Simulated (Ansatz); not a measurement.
A run of Ansatz 0.2.0:

The input input.yaml:

```yaml
crystal:
  lattice:
    - [3.71, 0.0, 0.0]
    - [-1.855, 3.212954248, 0.0]
    - [0.0, 0.0, 5.691]
  atoms:
    - { symbol: As, position: [0.6666666667, 0.3333333333, 0.75] }
    - { symbol: As, position: [0.3333333333, 0.6666666667, 0.25] }
    - { symbol: Mn, position: [0.0, 0.0, 0.5], spin: 0.48, spin_axis: [-0.009, 0.456, -0.149] }
    - { symbol: Mn, position: [0.0, 0.0, 0.0], spin: 1.27, spin_axis: [0.704, -0.18, -1.042] }
hamiltonian:
  xc: pbe
  pseudopotentials: { kind: paw }
magnetization:
  noncollinear: true
  spin_orbit: false
kpoints:
  mp_grid: { grid: [6, 6, 4] }
scf:
  occupations: { method: fermi_dirac, width: 0.05 }
output:
  forces: true
  stress: true
  eigenvalues: true
  write_density: true
  write_potential: true
  elf: true
  volumetric_format: npy
```

Potentials or basis: Ansatz PAW.

Run with:

```bash
$ ansatz run input.yaml --threads 2 --pin off --max-ram 5632MiB --backend cpu --events-out ev --progress --plain --runs-dir out
```

Hardware: 2 threads of Intel(R) Xeon(R) Platinum 8488C (Sapphire Rapids), on a shared host.

Q: How long does it take, and how much memory?

A: Run time: 69 s on 2 threads of Intel(R) Xeon(R) Platinum 8488C (Sapphire Rapids) (shared host), peak memory 0.61 GiB. Counts: scf iterations 41, plane waves 1339, k points 24, bands 72.
